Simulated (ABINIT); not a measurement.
# TiC (Fm-3m) in ABINIT: notebook

One crystal, TiC, is run at these levels: BLYP, revPBE, BP86+D3; tasks: band structure, equation of state.

Program: ABINIT 10.8.3 (patched build). These are calculated values, not measurements. Logs are shortened: lines on timing, memory, paths and dates and some standing lists are left out, and cuts for length are marked. The log counts tension as positive stress, the text compression.

## (1) Starting point

It takes space group Fm-3m (No. 225, cubic). The conventional cell has a = 4.331 Å, b = 4.331 Å, c = 4.331 Å, α = 90.00°, β = 90.00°, γ = 90.00°. Ti (site symmetry m-3m) has 6 C at 2.17 Å as nearest neighbours. C (site symmetry m-3m) is surrounded by 6 Ti at 2.17 Å.

The cell is a database's computed one.

## (2) Band structure, BLYP

run.abi reads:

```
ndtset 2

pp_dirpath "./"
pseudos "Ti.GGA_PBE-JTH.xml, C.GGA_PBE-JTH.xml"

acell 3.062788961 3.062788961 3.062788961 Angstrom
rprim
     0.0000000000     0.7071067812     0.7071067812
     0.7071067812     0.0000000000     0.7071067812
     0.7071067812     0.7071067812     0.0000000000
ntypat 2
znucl 22 6
natom 2
typat 1 2
xred
     0.0000000000     0.0000000000     0.0000000000
     0.5000000000     0.5000000000     0.5000000000

ecut 517.016339 eV
pawecutdg 38.0

ixc -106131

occopt 3
tsmear 0.05 eV

nstep 100

iomode 3
prtwf 0
prteig 0
prtebands 0
enunit 1
prtden1 1
prtvha1 1
prtvclmb1 1
prtpot1 1

kptopt1 1
ngkpt1 11 11 11
nshiftk1 1
shiftk1 0.0 0.0 0.0
nband1 12
tolvrs1 1.0e-9

iscf2 -2
getden2 1
nband2 18
nbdbuf2 4
tolwfr2 1.0e-11
kptopt2 -9
ndivsm2 5
prteig2 1
kptbounds2
     0.0000000000     0.0000000000     0.0000000000
     0.5000000000     0.0000000000     0.5000000000
     0.5000000000     0.2500000000     0.7500000000
     0.3750000000     0.3750000000     0.7500000000
     0.0000000000     0.0000000000     0.0000000000
     0.5000000000     0.5000000000     0.5000000000
     0.6250000000     0.2500000000     0.6250000000
     0.5000000000     0.2500000000     0.7500000000
     0.5000000000     0.5000000000     0.5000000000
     0.3750000000     0.3750000000     0.7500000000
```

Potentials or basis: JTH PAW PBE v2.0.

Command:

```console
abinit run.abi > log 2>&1
```

run.abo:

```text
.Version 10.8.3 of ABINIT
 DATASET    1 : space group Fm -3 m (#225); Bravais cF (face-center cubic)
================================================================================
 Values of the parameters that define the memory need for DATASET  1.
     intxc =       0    ionmov =       0      iscf =      17    lmnmax =      18
     lnmax =       6     mgfft =      24  mpssoang =       3    mqgrid =    3001
     natom =       2  nloc_mem =       2    nspden =       1   nspinor =       1
    nsppol =       1      nsym =      48    n1xccc =       1    ntypat =       2
    occopt =       3   xclevel =       2
       mpw =         556          nfft =       13824          nkpt =          56
 PAW method is used; the additional fine FFT grid is defined by:
   mgfftf=        36    nfftf =     46656
================================================================================
================================================================================

 DATASET    2 : space group Fm -3 m (#225); Bravais cF (face-center cubic)
================================================================================
 Values of the parameters that define the memory need for DATASET  2.
     intxc =       0    ionmov =       0      iscf =      -2    lmnmax =      18
     lnmax =       6     mgfft =      24  mpssoang =       3    mqgrid =    3001
     natom =       2  nloc_mem =       2    nspden =       1   nspinor =       1
    nsppol =       1      nsym =      48    n1xccc =       1    ntypat =       2
    occopt =       3   xclevel =       2
       mpw =         560          nfft =       13824          nkpt =          87
 PAW method is used; the additional fine FFT grid is defined by:
   mgfftf=        36    nfftf =     46656
================================================================================
================================================================================

--------------------------------------------------------------------------------
------------- Echo of variables that govern the present computation ------------
--------------------------------------------------------------------------------
 -outvars: echo values of preprocessed input variables --------
            acell      5.7878323177E+00  5.7878323177E+00  5.7878323177E+00 Bohr
              amu      4.78800000E+01  1.20110000E+01
             ecut      1.90000000E+01 Hartree
           enunit           1
           getden1          0
           getden2          1
             iscf1         17
             iscf2         -2
                       outvar_i_n : Printing only first  50 k-points.
              ixc     -106131
           jdtset        1    2
                       outvar_i_n : Printing only first  50 k-points.
           kptopt1          1
           kptopt2         -9
         kptrlatt       11    0    0      0   11    0      0    0   11
          kptrlen1     6.36661555E+01
          kptrlen2     3.00000000E+01
            natom           2
            nband1         12
            nband2         18
           nbdbuf1          0
           nbdbuf2          4
           ndtset           2
           ndivsm1          0
           ndivsm2          5
            ngfft          24      24      24
          ngfftdg          36      36      36
             nkpt1         56
             nkpt2         87
            nstep         100
             nsym          48
           ntypat           2
                       prtocc : prtvol=0, do not print more k-points.
           occopt           3
        pawecutdg      3.80000000E+01 Hartree
         pawxcdev           0
        prtebands           0
           prteig1          0
           prteig2          1
           prtpot1          1
           prtpot2          0
         prtvclmb1          1
         prtvclmb2          0
           prtvha1          1
           prtvha2          0
            prtwf           0
            rprim      0.0000000000E+00  7.0710678120E-01  7.0710678120E-01
                       7.0710678120E-01  0.0000000000E+00  7.0710678120E-01
                       7.0710678120E-01  7.0710678120E-01  0.0000000000E+00
           shiftk1     0.00000000E+00  0.00000000E+00  0.00000000E+00
           shiftk2     5.00000000E-01  5.00000000E-01  5.00000000E-01
          spgroup         225
           tolvrs1     1.00000000E-09
           tolvrs2     0.00000000E+00
           tolwfr1     0.00000000E+00
           tolwfr2     1.00000000E-11
[... 258 lines left out ...]
 Non-SCF case, kpt    1 (  0.00000  0.00000  0.00000), residuals and eigenvalues=
  4.29E-12  6.77E-12  1.75E-12  1.47E-12  6.41E-12  4.43E-12  7.36E-12  4.13E-12
  4.20E-12  9.45E-13  3.80E-12  3.96E-12  4.54E-12  2.71E-12  4.00E-12  6.26E-12
  3.33E-12  8.13E-11
 -1.7329E+00 -8.5464E-01 -8.5464E-01 -8.5464E-01 -1.0519E-01  3.7115E-01
  3.7115E-01  3.7115E-01  4.0532E-01  4.0532E-01  4.0532E-01  4.0598E-01
  4.0598E-01  7.3959E-01  8.8615E-01  1.0816E+00  1.0816E+00  1.0816E+00
 Non-SCF case, kpt    2 (  0.03571  0.00000  0.03571), residuals and eigenvalues=
  7.37E-12  4.61E-12  7.06E-12  3.12E-12  3.51E-12  9.91E-13  1.57E-12  7.21E-12
  5.73E-13  5.31E-13  9.13E-13  9.28E-13  6.91E-13  5.70E-13  1.72E-12  4.04E-12
  6.63E-11  2.15E-11
 -1.7328E+00 -8.5486E-01 -8.5472E-01 -8.5472E-01 -1.0379E-01  3.6672E-01
  3.6672E-01  3.6989E-01  3.7340E-01  4.0639E-01  4.1093E-01  4.1093E-01
[... 582 lines left out ...]
 Non-SCF case, kpt   86 (  0.38889  0.38889  0.72222), residuals and eigenvalues=
  1.53E-12  2.52E-12  7.29E-12  3.09E-12  6.10E-12  7.13E-12  5.99E-12  8.59E-13
  9.29E-13  9.92E-12  3.38E-12  8.77E-12  5.83E-12  7.32E-12  5.57E-12  1.87E-12
  1.09E-06  7.72E-05
 -1.7295E+00 -8.6739E-01 -8.6476E-01 -8.5885E-01 -3.1337E-03  2.1048E-01
  2.3123E-01  2.7464E-01  4.0869E-01  4.5520E-01  4.8390E-01  5.4499E-01
  5.5636E-01  8.1412E-01  8.6815E-01  8.9530E-01  1.0698E+00  1.1668E+00
 Non-SCF case, kpt   87 (  0.37500  0.37500  0.75000), residuals and eigenvalues=
  5.67E-12  2.69E-12  4.91E-12  3.42E-12  5.82E-13  1.35E-12  2.30E-12  1.08E-12
  1.72E-12  1.38E-12  3.81E-13  8.23E-12  1.71E-12  7.15E-12  1.55E-11  1.10E-12
  1.52E-06  2.36E-05
 -1.7294E+00 -8.6757E-01 -8.6463E-01 -8.5919E-01 -6.5113E-03  2.2281E-01
  2.2864E-01  2.8177E-01  3.9951E-01  4.5798E-01  4.8272E-01  5.4163E-01
  5.4429E-01  8.2122E-01  8.7362E-01  8.8614E-01  1.0861E+00  1.1570E+00

--- !ResultsGS
iteration_state: {dtset: 2, }
comment   : Summary of ground state results
lattice_vectors:
- [  0.0000000,   4.0926155,   4.0926155, ]
- [  4.0926155,   0.0000000,   4.0926155, ]
- [  4.0926155,   4.0926155,   0.0000000, ]
lattice_lengths: [   5.78783,    5.78783,    5.78783, ]
lattice_angles: [ 60.000,  60.000,  60.000, ] # degrees, (23, 13, 12)
lattice_volume:   1.3709854E+02
convergence: {deltae:  0.000E+00, res2:  0.000E+00, residm:  9.991E-12, diffor:  0.000E+00, }
etotal    :  -6.44111684E+01
entropy   :   0.00000000E+00
fermie    :   3.48201883E-01
cartesian_stress_tensor: null
pressure_GPa: null
xred      :
- [  0.0000E+00,   0.0000E+00,   0.0000E+00, Ti]
- [  5.0000E-01,   5.0000E-01,   5.0000E-01,  C]
cartesian_forces: null
force_length_stats: {min: null, max: null, mean: null, }
...

 Integrated electronic density in atomic spheres:
 ------------------------------------------------
 Atom  Sphere_radius  Integrated_density
    1        2.30803         10.37682919
    2        1.50737          2.47416983

================================================================================

 ----iterations are completed or convergence reached----

 Mean square residual over all n,k,spin=   41.907E-13; max=  99.912E-13
 reduced coordinates (array xred) for    2 atoms
       0.000000000000      0.000000000000      0.000000000000
       0.500000000000      0.500000000000      0.500000000000

 cartesian coordinates (angstrom) at end:
    1      0.00000000000000     0.00000000000000     0.00000000000000
    2      2.16571884370760     2.16571884370760     2.16571884370760
 length scales=  5.787832317744  5.787832317744  5.787832317744 bohr
              =  3.062788961000  3.062788961000  3.062788961000 angstroms
 Eigenvalues (   eV  ) for nkpt=  87  k points:
 kpt#   1, nband= 18, wtk=  1.00000, kpt=  0.0000  0.0000  0.0000 (reduced coord)
 -47.15365  -23.25603  -23.25603  -23.25603   -2.86230   10.09958   10.09958   10.09958
  11.02944   11.02944   11.02944   11.04720   11.04720   20.12522   24.11334   29.43201
  29.43201   29.43201
 kpt#   2, nband= 18, wtk=  1.00000, kpt=  0.0357  0.0000  0.0357 (reduced coord)
 -47.15245  -23.26192  -23.25810  -23.25810   -2.82414    9.97899    9.97899   10.06521
  10.16074   11.05835   11.18194   11.18194   11.89872   20.19543   24.11999   29.33791
  29.33791   29.54069
 kpt#   3, nband= 18, wtk=  1.00000, kpt=  0.0714  0.0000  0.0714 (reduced coord)
 -47.14890  -23.27920  -23.26420  -23.26420   -2.71169    9.29473    9.74329    9.74329
   9.96533   11.09135   11.50999   11.50999   12.71241   20.40351   24.13887   29.08710
  29.08710   29.86438
 kpt#   4, nband= 18, wtk=  1.00000, kpt=  0.1071  0.0000  0.1071 (reduced coord)
 -47.14319  -23.30675  -23.27404  -23.27404   -2.53119    8.46689    9.50735    9.50735
   9.80881   11.14488   11.88860   11.88860   13.45258   20.73963   24.16736   28.75274
  28.75274   30.39625
 kpt#   5, nband= 18, wtk=  1.00000, kpt=  0.1429  0.0000  0.1429 (reduced coord)
[... 317 lines left out ...]
  11.58903   12.27788   13.14128   15.33167   15.93035   21.14484   23.69285   25.01835
  27.56330   32.58221
 kpt#  85, nband= 18, wtk=  1.00000, kpt=  0.4028  0.4028  0.6944 (reduced coord)
 -47.06335  -23.62132  -23.50542  -23.35979    0.01308    5.35902    6.36259    7.28240
  11.36631   12.32350   13.15839   15.01632   15.53949   21.72965   23.60264   24.67702
  28.37791   32.12811
 kpt#  86, nband= 18, wtk=  1.00000, kpt=  0.3889  0.3889  0.7222 (reduced coord)
 -47.06087  -23.60290  -23.53135  -23.37052   -0.08527    5.72746    6.29214    7.47339
  11.12114   12.38652   13.16753   14.82992   15.13936   22.15342   23.62370   24.36246
  29.11121   31.74893
 kpt#  87, nband= 18, wtk=  1.00000, kpt=  0.3750  0.3750  0.7500 (reduced coord)
 -47.05941  -23.60769  -23.52770  -23.37966   -0.17718    6.06302    6.22156    7.66741
  10.87114   12.46226   13.13561   14.73851   14.81102   22.34641   23.77250   24.11317
  29.55553   31.48281

== END DATASET(S) ==============================================================
================================================================================

 -outvars: echo values of variables after computation  --------
            acell      5.7878323177E+00  5.7878323177E+00  5.7878323177E+00 Bohr
           etotal1    -6.4411168436E+01
            fcart1    -0.0000000000E+00 -0.0000000000E+00 -0.0000000000E+00
                      -0.0000000000E+00 -0.0000000000E+00 -0.0000000000E+00
            rprim      0.0000000000E+00  7.0710678120E-01  7.0710678120E-01
                       7.0710678120E-01  0.0000000000E+00  7.0710678120E-01
                       7.0710678120E-01  7.0710678120E-01  0.0000000000E+00
           strten1    -2.9929976376E-04 -2.9929976376E-04 -2.9929976376E-04
                       0.0000000000E+00  0.0000000000E+00  0.0000000000E+00
           xangst      0.0000000000E+00  0.0000000000E+00  0.0000000000E+00
                       2.1657188437E+00  2.1657188437E+00  2.1657188437E+00
             xred      0.0000000000E+00  0.0000000000E+00  0.0000000000E+00
                       5.0000000000E-01  5.0000000000E-01  5.0000000000E-01
 Calculation completed.
```

Wall time 31 s (1 thread of Arm Neoverse V1, shared host); peak memory 0.11 GiB.

What came out:

- Free energy: -1752.7172 eV
- Pressure: 8.8 GPa
- Band gap on the k mesh: none (metal or under the smearing width)
- Valence electrons inside the program's atomic spheres: Ti 10.38; C 2.47

Levels at the corners of the path, in eV from the Fermi level:
```csv
point,band 6,band 7,band 8,band 9,band 10,band 11
Γ,0.62,0.62,0.62,1.55,1.55,1.55
X,-3.32,-1.56,-0.08,-0.08,2.53,3.35
W,-3.06,-3.06,-2.77,2.68,2.68,3.35
K,-3.41,-3.25,-1.81,1.40,2.99,3.66
Γ,0.62,0.62,0.62,1.55,1.55,1.55
L,-5.74,-2.98,-2.98,2.76,2.76,3.95
U,-3.41,-3.25,-1.81,1.40,2.99,3.66
W,-3.06,-3.06,-2.77,2.68,2.68,3.35
L,-5.74,-2.98,-2.98,2.76,2.76,3.95
K,-3.41,-3.25,-1.81,1.40,2.99,3.66
```

Caveat: the PAW data sets were made with another functional, which shifts forces and pressure a little.

(Part 1 of 2 ends here.)
